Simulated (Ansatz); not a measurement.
# P (Pm-3m): an equation of state far from equilibrium

How does P (Pm-3m) respond to strong compression and slight expansion? Whether the element takes this structure at low temperature is a separate question.

Program: Ansatz 0.2.0. Level of theory: DFT r²SCAN, scalar-relativistic, plane waves, PAW. These are calculated values, not measurements.

The runs add the D3(BJ) dispersion term to the functional named.

## 1. The structure to begin with

Symmetry: Pm-3m, No. 221, cubic system. Conventional cell: a = 2.419 Å, b = 2.419 Å, c = 2.419 Å, α = 90.00°, β = 90.00°, γ = 90.00°. P (site symmetry m-3m) is surrounded by 6 P at 2.42 Å.

As a file:

```cif
data_structure
_symmetry_space_group_name_H-M 'Pm-3m'
_symmetry_Int_Tables_number 221
_cell_length_a 2.4187
_cell_length_b 2.4187
_cell_length_c 2.4187
_cell_angle_alpha 90.000
_cell_angle_beta 90.000
_cell_angle_gamma 90.000
_cell_volume 14.15
loop_
_atom_site_label
_atom_site_type_symbol
_atom_site_symmetry_multiplicity
_atom_site_Wyckoff_symbol
_atom_site_fract_x
_atom_site_fract_y
_atom_site_fract_z
_atom_site_occupancy
P1 P 1 a 0.00000 0.00000 0.00000 1
```

An earlier run at r²SCAN left this cell at 14.149 Å³/atom and -0.03 GPa (18×18×18 mesh).

## 2. Volume × 0.96

The input, input.yaml:

```yaml
crystal:
  lattice:
    - [2.3859885412, 0.0, 0.0]
    - [0.0, 2.3859885412, 0.0]
    - [0.0, 0.0, 2.3859885412]
  atoms:
    - { symbol: P, position: [0.0, 0.0, 0.0] }
basis:
  ecutwfc: 500
  ecutrho_ratio: 4
kpoints:
  mp_grid: { grid: [18, 18, 18] }
hamiltonian:
  xc: r2scan
  dispersion: d3bj
scf:
  occupations: { method: gaussian, width: 0.05 }
output:
  forces: true
  stress: true
  eigenvalues: true
```

Run with:

```
ansatz run input.yaml --threads 1 --pin off --max-ram 2560MiB --backend cpu --events-out ev --progress --plain --runs-dir out
```

Output (excerpt; [...] marks lines left out):

```text
Warning: the engine holds no damping parameters fitted to this dispersion correction and functional, so the run takes those fitted to r2scan beside the three-body term, which d3bj leaves out (hamiltonian.dispersion, under Limitations)
Warning: RAYON_NUM_THREADS=1 ignored (pool sized by the plan → 1); use --threads N
[...]
Pseudopotentials: kind: paw
Pseudopotential: P, paw, valence charge 5, recommended cutoff 500 eV (meta_gga), P.paw.azcp
Functional definition: r2SCAN
[...]
Crystal: 1 atoms, lattice volume = 13.583 Å³
Basis set: ecut = 500 eV, 341 PW (Γ), exchange–correlation on 72×72×72 points (64 copies of the dense FFT grid, shifted against one another)
Bands: 7, of which v1, the nominal top of the filled ones, is band 3 counted from 1 (2 counted from 0)
Symmetry: 48 space group operations
Space group: Pm-3m (ITA 221), of the structure as read, at distance tolerance 2.4e-5 Å
k-points: 220 of 5832
[...]
SCF iter   1: F=—  HF=-759.199768 eV  |F-HF|=—  |Δ(HF+E_count)|=         —  Δρ=6.24e-3  dr2=2.58e-3  dr2_τ=8.33e-3  ethr=1.77e-3  ⟨swp⟩=6.3  Hψ=14897  notcnv=0
[...]
SCF iter   6: F=-759.229901 eV  HF=-759.229901 eV  |F-HF|=2.38e-11  |Δ(HF+E_count)|=   6.90e-8  Δρ=7.73e-7  dr2=6.74e-11  dr2_τ=2.52e-12  ethr=9.13e-10  ⟨swp⟩=4.9  Hψ=7912  notcnv=0
[...]
SCF converged after 6 iterations
Free energy (F): -759.229901 eV
[...]
E sigma→0 (E₀):  -759.229668 eV
Entropy (-TS):   -0.000465 eV (-0.465 meV/atom)
Fermi energy:    12.007744 eV
[...]
--- Forces (eV/Å), atoms counted from 1 ---
  atom   1  P     -0.00000000    -0.00000000     0.00000000
[...]
--- Stress (GPa, compression-positive) ---
        5.534361       0.000000      -0.000000
       -0.000000       5.534361       0.000000
        0.000000       0.000000       5.534361
  P = ⅓ Tr σ = 5.5344 GPa (55.344 kbar)
--- Band table (eV; the first three rows and the last of 220) ---
  k-point 0: bands = ["-5.9701", "17.8728", "17.8728", "17.8728", "19.0556", "19.0556", "28.6430"]
[...]
```

Wall time 3.4 s (1 thread of Intel Xeon Platinum 8259CL at 2.50GHz (Skylake/Cascade Lake), shared host); peak memory 0.44 GiB.

Result: volume 13.583 Å³/atom, pressure 5.53 GPa, no gap.

## 3. Volume × 1.04

input.yaml, as its differences from that of step 2:

```diff
@@ -2,5 +2,5 @@
   lattice:
-    - [2.3859885412, 0.0, 0.0]
-    - [0.0, 2.3859885412, 0.0]
-    - [0.0, 0.0, 2.3859885412]
+    - [2.4505057301, 0.0, 0.0]
+    - [0.0, 2.4505057301, 0.0]
+    - [0.0, 0.0, 2.4505057301]
   atoms:
```

Run with:

```
ansatz run input.yaml --threads 1 --pin off --max-ram 2560MiB --backend cpu --events-out ev --progress --plain --runs-dir out
```

Output (excerpt; [...] marks lines left out):

```text
Warning: the engine holds no damping parameters fitted to this dispersion correction and functional, so the run takes those fitted to r2scan beside the three-body term, which d3bj leaves out (hamiltonian.dispersion, under Limitations)
Warning: RAYON_NUM_THREADS=1 ignored (pool sized by the plan → 1); use --threads N
[...]
[... 3 set-up lines as earlier in the session ...]
[...]
Crystal: 1 atoms, lattice volume = 14.715 Å³
Basis set: ecut = 500 eV, 365 PW (Γ), exchange–correlation on 72×72×72 points (64 copies of the dense FFT grid, shifted against one another)
Bands: 7, of which v1, the nominal top of the filled ones, is band 3 counted from 1 (2 counted from 0)
[... 1 set-up line as earlier in the session ...]
Space group: Pm-3m (ITA 221), of the structure as read, at distance tolerance 2.5e-5 Å
k-points: 220 of 5832
[...]
SCF iter   1: F=—  HF=-759.208107 eV  |F-HF|=—  |Δ(HF+E_count)|=         —  Δρ=5.35e-3  dr2=2.20e-3  dr2_τ=5.17e-3  ethr=1.77e-3  ⟨swp⟩=6.3  Hψ=14920  notcnv=0
[...]
SCF iter   6: F=-759.231107 eV  HF=-759.231107 eV  |F-HF|=1.16e-11  |Δ(HF+E_count)|=   5.64e-9  Δρ=4.83e-7  dr2=3.34e-11  dr2_τ=1.30e-12  ethr=5.27e-11  ⟨swp⟩=4.7  Hψ=8570  notcnv=0
[...]
SCF converged after 6 iterations
Free energy (F): -759.231107 eV
[...]
E sigma→0 (E₀):  -759.230755 eV
Entropy (-TS):   -0.000705 eV (-0.705 meV/atom)
Fermi energy:    10.747668 eV
[...]
--- Forces (eV/Å), atoms counted from 1 ---
  atom   1  P     -0.00000000    -0.00000000     0.00000000
[...]
--- Stress (GPa, compression-positive) ---
       -4.225988       0.000000      -0.000000
        0.000000      -4.225988       0.000000
        0.000000       0.000000      -4.225988
  P = ⅓ Tr σ = -4.2260 GPa (-42.260 kbar)
--- Band table (eV; the first three rows and the last of 220) ---
  k-point 0: bands = ["-6.3883", "16.1135", "16.1135", "16.1135", "17.9025", "17.9025", "26.2829"]
[...]
```

Wall time 3.6 s (1 thread of Intel Xeon Platinum 8259CL at 2.50GHz (Skylake/Cascade Lake), shared host); peak memory 0.45 GiB.

In short: volume 14.715 Å³/atom, pressure -4.23 GPa, metallic.

## 4. Volume × 0.92

input.yaml, as its differences from that of step 3:

```diff
@@ -2,5 +2,5 @@
   lattice:
-    - [2.4505057301, 0.0, 0.0]
-    - [0.0, 2.4505057301, 0.0]
-    - [0.0, 0.0, 2.4505057301]
+    - [2.3523785919, 0.0, 0.0]
+    - [0.0, 2.3523785919, 0.0]
+    - [0.0, 0.0, 2.3523785919]
   atoms:
```

Run with:

```
ansatz run input.yaml --threads 1 --pin off --max-ram 2560MiB --backend cpu --events-out ev --progress --plain --runs-dir out
```

Output (excerpt; [...] marks lines left out):

```text
Warning: the engine holds no damping parameters fitted to this dispersion correction and functional, so the run takes those fitted to r2scan beside the three-body term, which d3bj leaves out (hamiltonian.dispersion, under Limitations)
Warning: RAYON_NUM_THREADS=1 ignored (pool sized by the plan → 1); use --threads N
[...]
[... 3 set-up lines as earlier in the session ...]
[...]
Crystal: 1 atoms, lattice volume = 13.017 Å³
Basis set: ecut = 500 eV, 341 PW (Γ), exchange–correlation on 72×72×72 points (64 copies of the dense FFT grid, shifted against one another)
Bands: 7, of which v1, the nominal top of the filled ones, is band 3 counted from 1 (2 counted from 0)
[... 2 set-up lines as earlier in the session ...]
k-points: 220 of 5832
[...]
SCF iter   1: F=—  HF=-759.163702 eV  |F-HF|=—  |Δ(HF+E_count)|=         —  Δρ=6.74e-3  dr2=2.80e-3  dr2_τ=1.07e-2  ethr=1.77e-3  ⟨swp⟩=6.4  Hψ=14944  notcnv=0
[...]
SCF iter   6: F=-759.197925 eV  HF=-759.197925 eV  |F-HF|=1.74e-10  |Δ(HF+E_count)|=   1.77e-7  Δρ=1.10e-6  dr2=5.64e-11  dr2_τ=3.17e-12  ethr=2.00e-9  ⟨swp⟩=7.0  Hψ=8110  notcnv=0
[...]
SCF converged after 6 iterations
Free energy (F): -759.197925 eV
[...]
E sigma→0 (E₀):  -759.197696 eV
Entropy (-TS):   -0.000457 eV (-0.457 meV/atom)
Fermi energy:    12.742781 eV
[...]
--- Forces (eV/Å), atoms counted from 1 ---
  atom   1  P      0.00000000    -0.00000000    -0.00000000
[...]
--- Stress (GPa, compression-positive) ---
       12.818375       0.000000       0.000000
        0.000000      12.818375       0.000000
        0.000000       0.000000      12.818375
  P = ⅓ Tr σ = 12.8184 GPa (128.184 kbar)
--- Band table (eV; the first three rows and the last of 220) ---
  k-point 0: bands = ["-5.7358", "18.8560", "18.8560", "18.8560", "19.6990", "19.6990", "29.9564"]
[...]
```

Wall time 3.4 s (1 thread of Intel Xeon Platinum 8259CL at 2.50GHz (Skylake/Cascade Lake), shared host); peak memory 0.44 GiB.

This gives: volume 13.017 Å³/atom, pressure 12.82 GPa, metallic.

## 5. Volume × 0.88

The input, input.yaml:

```yaml
crystal:
  lattice:
    - [2.3177797632, 0.0, 0.0]
    - [0.0, 2.3177797632, 0.0]
    - [0.0, 0.0, 2.3177797632]
  atoms:
    - { symbol: P, position: [0.0, 0.0, 0.0] }
basis:
  ecutwfc: 500
  ecutrho_ratio: 4
kpoints:
  mp_grid: { grid: [20, 20, 20] }
hamiltonian:
  xc: r2scan
  dispersion: d3bj
scf:
  occupations: { method: gaussian, width: 0.05 }
output:
  forces: true
  stress: true
  eigenvalues: true
```

Run with:

```
ansatz run input.yaml --threads 1 --pin off --max-ram 2560MiB --backend cpu --events-out ev --progress --plain --runs-dir out
```

Output (excerpt; [...] marks lines left out):

```text
Warning: the engine holds no damping parameters fitted to this dispersion correction and functional, so the run takes those fitted to r2scan beside the three-body term, which d3bj leaves out (hamiltonian.dispersion, under Limitations)
Warning: RAYON_NUM_THREADS=1 ignored (pool sized by the plan → 1); use --threads N
[...]
[... 3 set-up lines as earlier in the session ...]
[...]
Crystal: 1 atoms, lattice volume = 12.451 Å³
Basis set: ecut = 500 eV, 305 PW (Γ), exchange–correlation on 72×72×72 points (64 copies of the dense FFT grid, shifted against one another)
Bands: 7, of which v1, the nominal top of the filled ones, is band 3 counted from 1 (2 counted from 0)
[... 1 set-up line as earlier in the session ...]
Space group: Pm-3m (ITA 221), of the structure as read, at distance tolerance 2.3e-5 Å
k-points: 286 of 8000
[...]
SCF iter   1: F=—  HF=-759.099971 eV  |F-HF|=—  |Δ(HF+E_count)|=         —  Δρ=7.53e-3  dr2=3.30e-3  dr2_τ=1.38e-2  ethr=1.77e-3  ⟨swp⟩=6.4  Hψ=19448  notcnv=0
[...]
SCF iter   6: F=-759.139170 eV  HF=-759.139170 eV  |F-HF|=1.27e-8  |Δ(HF+E_count)|=   5.14e-7  Δρ=1.17e-5  dr2=1.12e-8  dr2_τ=4.16e-10  ethr=2.00e-9  ⟨swp⟩=7.3  Hψ=10614  notcnv=0
[...]
SCF converged after 6 iterations
Free energy (F): -759.139170 eV
[...]
E sigma→0 (E₀):  -759.138771 eV
Entropy (-TS):   -0.000798 eV (-0.798 meV/atom)
Fermi energy:    13.799144 eV
[...]
--- Forces (eV/Å), atoms counted from 1 ---
  atom   1  P     -0.00000000    -0.00000000    -0.00000000
[...]
--- Stress (GPa, compression-positive) ---
       22.316782       0.000000       0.000000
       -0.000000      22.316782       0.000000
        0.000000       0.000000      22.316782
  P = ⅓ Tr σ = 22.3168 GPa (223.168 kbar)
--- Band table (eV; the first three rows and the last of 286) ---
  k-point 0: bands = ["-5.4786", "19.9208", "19.9208", "19.9208", "20.3961", "20.3961", "31.3723"]
[...]
```

Wall time 4.2 s (1 thread of Intel Xeon Platinum 8259CL at 2.50GHz (Skylake/Cascade Lake), shared host); peak memory 0.45 GiB.

This gives: volume 12.451 Å³/atom, pressure 22.32 GPa, no gap.

## 6. Volume × 0.84

input.yaml, as its differences from that of step 5:

```diff
@@ -2,5 +2,5 @@
   lattice:
-    - [2.3177797632, 0.0, 0.0]
-    - [0.0, 2.3177797632, 0.0]
-    - [0.0, 0.0, 2.3177797632]
+    - [2.2821159411, 0.0, 0.0]
+    - [0.0, 2.2821159411, 0.0]
+    - [0.0, 0.0, 2.2821159411]
   atoms:
```

Run with:

```
ansatz run input.yaml --threads 1 --pin off --max-ram 2560MiB --backend cpu --events-out ev --progress --plain --runs-dir out
```

Output (excerpt; [...] marks lines left out):

```text
Warning: the engine holds no damping parameters fitted to this dispersion correction and functional, so the run takes those fitted to r2scan beside the three-body term, which d3bj leaves out (hamiltonian.dispersion, under Limitations)
Warning: RAYON_NUM_THREADS=1 ignored (pool sized by the plan → 1); use --threads N
[...]
[... 3 set-up lines as earlier in the session ...]
[...]
Crystal: 1 atoms, lattice volume = 11.885 Å³
Basis set: ecut = 500 eV, 305 PW (Γ), exchange–correlation on 72×72×72 points (64 copies of the dense FFT grid, shifted against one another)
Bands: 7, of which v1, the nominal top of the filled ones, is band 3 counted from 1 (2 counted from 0)
[... 2 set-up lines as earlier in the session ...]
k-points: 286 of 8000
[...]
SCF iter   1: F=—  HF=-758.998126 eV  |F-HF|=—  |Δ(HF+E_count)|=         —  Δρ=8.07e-3  dr2=3.52e-3  dr2_τ=1.77e-2  ethr=1.77e-3  ⟨swp⟩=6.4  Hψ=19547  notcnv=0
[...]
SCF iter   6: F=-759.041220 eV  HF=-759.041220 eV  |F-HF|=2.98e-8  |Δ(HF+E_count)|=   7.00e-7  Δρ=2.03e-5  dr2=3.37e-8  dr2_τ=1.07e-9  ethr=2.00e-9  ⟨swp⟩=4.8  Hψ=8579  notcnv=0
[...]
SCF converged after 6 iterations
Free energy (F): -759.041220 eV
[...]
E sigma→0 (E₀):  -759.040822 eV
Entropy (-TS):   -0.000796 eV (-0.796 meV/atom)
Fermi energy:    14.617291 eV
[...]
--- Forces (eV/Å), atoms counted from 1 ---
  atom   1  P     -0.00000000    -0.00000000    -0.00000000
[...]
--- Stress (GPa, compression-positive) ---
       33.570841       0.000000       0.000000
       -0.000000      33.570841       0.000000
        0.000000       0.000000      33.570841
  P = ⅓ Tr σ = 33.5708 GPa (335.708 kbar)
--- Band table (eV; the first three rows and the last of 286) ---
  k-point 0: bands = ["-5.2054", "21.0709", "21.0709", "21.0709", "21.1461", "21.1461", "32.9050"]
[...]
```

Wall time 4.2 s (1 thread of Intel Xeon Platinum 8259CL at 2.50GHz (Skylake/Cascade Lake), shared host); peak memory 0.46 GiB.

Read off: volume 11.885 Å³/atom, pressure 33.57 GPa, metallic.

## 7. Volume × 0.8

input.yaml, as its differences from that of step 6:

```diff
@@ -2,5 +2,5 @@
   lattice:
-    - [2.2821159411, 0.0, 0.0]
-    - [0.0, 2.2821159411, 0.0]
-    - [0.0, 0.0, 2.2821159411]
+    - [2.2453011818, 0.0, 0.0]
+    - [0.0, 2.2453011818, 0.0]
+    - [0.0, 0.0, 2.2453011818]
   atoms:
```

Run with:

```
ansatz run input.yaml --threads 1 --pin off --max-ram 2560MiB --backend cpu --events-out ev --progress --plain --runs-dir out
```

Output (excerpt; [...] marks lines left out):

```text
Warning: the engine holds no damping parameters fitted to this dispersion correction and functional, so the run takes those fitted to r2scan beside the three-body term, which d3bj leaves out (hamiltonian.dispersion, under Limitations)
Warning: RAYON_NUM_THREADS=1 ignored (pool sized by the plan → 1); use --threads N
[...]
[... 3 set-up lines as earlier in the session ...]
[...]
Crystal: 1 atoms, lattice volume = 11.319 Å³
Basis set: ecut = 500 eV, 257 PW (Γ), exchange–correlation on 72×72×72 points (64 copies of the dense FFT grid, shifted against one another)
Bands: 7, of which v1, the nominal top of the filled ones, is band 3 counted from 1 (2 counted from 0)
[... 1 set-up line as earlier in the session ...]
Space group: Pm-3m (ITA 221), of the structure as read, at distance tolerance 2.2e-5 Å
k-points: 286 of 8000
[...]
SCF iter   1: F=—  HF=-758.854080 eV  |F-HF|=—  |Δ(HF+E_count)|=         —  Δρ=8.55e-3  dr2=3.63e-3  dr2_τ=2.27e-2  ethr=1.77e-3  ⟨swp⟩=6.5  Hψ=19548  notcnv=0
[...]
SCF iter   6: F=-758.900014 eV  HF=-758.900014 eV  |F-HF|=2.14e-8  |Δ(HF+E_count)|=   6.78e-7  Δρ=1.81e-5  dr2=2.34e-8  dr2_τ=8.13e-10  ethr=2.00e-9  ⟨swp⟩=4.6  Hψ=8215  notcnv=0
[...]
SCF converged after 6 iterations
Free energy (F): -758.900014 eV
[...]
E sigma→0 (E₀):  -758.899624 eV
Entropy (-TS):   -0.000780 eV (-0.780 meV/atom)
Fermi energy:    15.483642 eV
[...]
--- Forces (eV/Å), atoms counted from 1 ---
  atom   1  P      0.00000000    -0.00000000     0.00000000
[...]
--- Stress (GPa, compression-positive) ---
       46.914999      -0.000000       0.000000
       -0.000000      46.914999       0.000000
        0.000000       0.000000      46.914999
  P = ⅓ Tr σ = 46.9150 GPa (469.150 kbar)
--- Band table (eV; the first three rows and the last of 286) ---
  k-point 0: bands = ["-4.9122", "21.9565", "21.9565", "22.3183", "22.3183", "22.3183", "34.5708"]
[...]
```

Wall time 4.3 s (1 thread of Intel Xeon Platinum 8259CL at 2.50GHz (Skylake/Cascade Lake), shared host); peak memory 0.45 GiB.

This gives: volume 11.319 Å³/atom, pressure 46.91 GPa, no gap.

## 8. All volumes together

| volume (Å³/atom) | energy above the lowest (meV/atom) | pressure (GPa) | gap on the mesh (eV) | space group |
| --- | --- | --- | --- | --- |
| 11.319 | 339.2 | 46.9 | 0.00 | Pm-3m |
| 11.885 | 198.0 | 33.6 | 0.00 | Pm-3m |
| 12.451 | 100.1 | 22.3 | 0.00 | Pm-3m |
| 13.017 | 41.1 | 12.8 | 0.00 | Pm-3m |
| 13.583 | 9.2 | 5.5 | 0.00 | Pm-3m |
| 14.149 | 0.0 | 0.0 | 0.00 | Pm-3m |
| 14.715 | 8.1 | -4.2 | 0.00 | Pm-3m |

## 9. What came out

| quantity | value |
| --- | --- |
| range of pressure | -4.2 to 46.9 GPa |
| V0 (fit) | 14.14 Å³/atom |
| B0 (fit) | 125 GPa |
| B0′ (fit) | 4.84 |

What this shows: A third-order Birch-Murnaghan fit follows the points with an rms miss of 0.50 meV/atom. The k mesh is not the same at all volumes. Symmetry fixes shape and sites, so only the volume changes. Other structures may be lower in enthalpy at these pressures.
